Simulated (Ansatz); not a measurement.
System: zinc-blende InN (metastable phase). Method: Hartree–Fock in Ansatz (plane waves, PAW).

Settings: plane-wave cutoff 460 eV, 10×10×10 k mesh, Fermi–Dirac smearing 0.01 eV, scalar-relativistic PAW data made under PBE.

A third-order Birch–Murnaghan fit to the energies gives V0 = 15.527 Å³/atom, B0 = 163 GPa, B′ = 4.2.

```json
[
 {"V (Å³/atom)": "14.741", "P (GPa)": "9.44"},
 {"V (Å³/atom)": "15.129", "P (GPa)": "4.47"},
 {"V (Å³/atom)": "15.575", "P (GPa)": "-0.50"},
 {"V (Å³/atom)": "15.905", "P (GPa)": "(withheld)"},
 {"V (Å³/atom)": "16.293", "P (GPa)": "(withheld)"}
]
```

Q: Estimate the withheld pressures from this fit; the answers are the runs' own values.

A: 
- 15.905, P (GPa): -3.73
- 16.293, P (GPa): -7.09

The formula P = (3/2) B0 (x^(7/3) − x^(5/3)) [1 + (3/4)(B′ − 4)(x^(2/3) − 1)] with x = V0/V meets the computed pressures within 0.01 GPa when these rounded values are put in.

Measured, for comparison: equilibrium volume per atom 15.72 Å³/atom (temperature not stated, no zero-point or thermal correction, epilayer on 3C-SiC; as tabulated in Schörmann, As, Lischka, Schley, Goldhahn et al., Appl. Phys. Lett. 89, 261903 …). Computed (rounded) less measured: equilibrium volume per atom -1.2 %. A static lattice is as a rule a little smaller and stiffer than an uncorrected measurement, which narrows the difference in the equilibrium volume per atom and would widen misses of the other sign.

Spin–orbit coupling is not included.

Computed values are for the static lattice.

Ansatz is a first-principles code.
